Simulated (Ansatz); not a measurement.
# Eu: the cost of one run

Program: Ansatz 0.2.0. Level of theory: DFT PBE, with the methods named in each step. These are calculated values, not measurements.

## 1. The structure to begin with

It takes space group Fm-3m (No. 225, cubic). The conventional cell has a = 5.579 Å, b = 5.579 Å, c = 5.579 Å, α = 90.00°, β = 90.00°, γ = 90.00°. Eu (site symmetry m-3m) is surrounded by 12 Eu at 3.94 Å.

As a file:

```xyz
2
Lattice="0.0000 -2.7893 2.7893 0.0000 2.7893 2.7893 -5.5786 0.0000 0.0000" Properties=species:S:1:pos:R:3 pbc="T T T"
Eu    0.0000    0.0000    0.0000
Eu   -2.7893    0.0000    2.7893
```

In patterns such as +-, the signs follow the magnetic atoms in the order of the input.

Atoms are numbered in the order of the input: Eu1, Eu2.

## 2. Parallel moments, PAW

Contents of input.yaml:

```yaml
crystal:
  lattice:
    - [0.0, -2.7893026914, 2.7893026914]
    - [0.0, 2.7893026914, 2.7893026914]
    - [-5.5786053828, 0.0, 0.0]
  atoms:
    - { symbol: Eu, position: [0.0, 0.0, 0.0], spin: 7.0 }
    - { symbol: Eu, position: [0.5, 0.5, 0.5], spin: 7.0 }
magnetization:
  spin_polarized: true
kpoints:
  mp_grid: { grid: [7, 7, 5] }
scf:
  occupations: { method: fermi_dirac, width: 0.08 }
hamiltonian:
  xc: pbe
  pseudopotentials: { kind: paw }
output:
  forces: true
  stress: true
  eigenvalues: true
  populations: true
```

The run is started by

```bash
ansatz run input.yaml --threads 1 --pin off --max-ram 3072MiB --backend cpu --events-out ev --progress --plain --runs-dir out
```

Q: Estimate wall time and peak memory on 1 thread of AMD EPYC 7R43 (Zen 3), shared host.

About 18 s, with a peak of 0.51 GiB.
